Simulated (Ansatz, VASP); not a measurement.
**One calculation of ZnAu, two programs**

```
Zn Au
1.0
     3.28956    0.00000    0.00000
     0.00000    3.28956    0.00000
     0.00000    0.00000    3.28956
Zn Au
1 1
Direct
  0.50000 0.50000 0.50000
  0.00000 0.00000 0.00000
```

Alike in both runs: task single point; functional PBE; k mesh 14 × 14 × 14; occupations gaussian, width 0.1 eV; no spin polarisation.

|  | VASP | Ansatz |
| --- | --- | --- |
| version | VASP 6.6.1 | Ansatz 0.2.0 |
| potentials or method | VASP PAW PBE potentials, release 64 (Zn, Au) | scalar-relativistic, plane waves, PAW |
| plane-wave cutoff (eV) | 520 | 420 |
| valence electrons in the cell | 23 | 31 |

```csv
,VASP,Ansatz,Ansatz less VASP
gap on the k mesh at the Fermi level (eV),none,none,-
pressure (GPa),-8.4,-8.5,-0.08
```

A gap of «none» marks a metal or a gap that the smearing closes. The two sets of potentials don't hold the same shells in valence.

The runs have no spin-orbit coupling, so splittings on Au are missing.
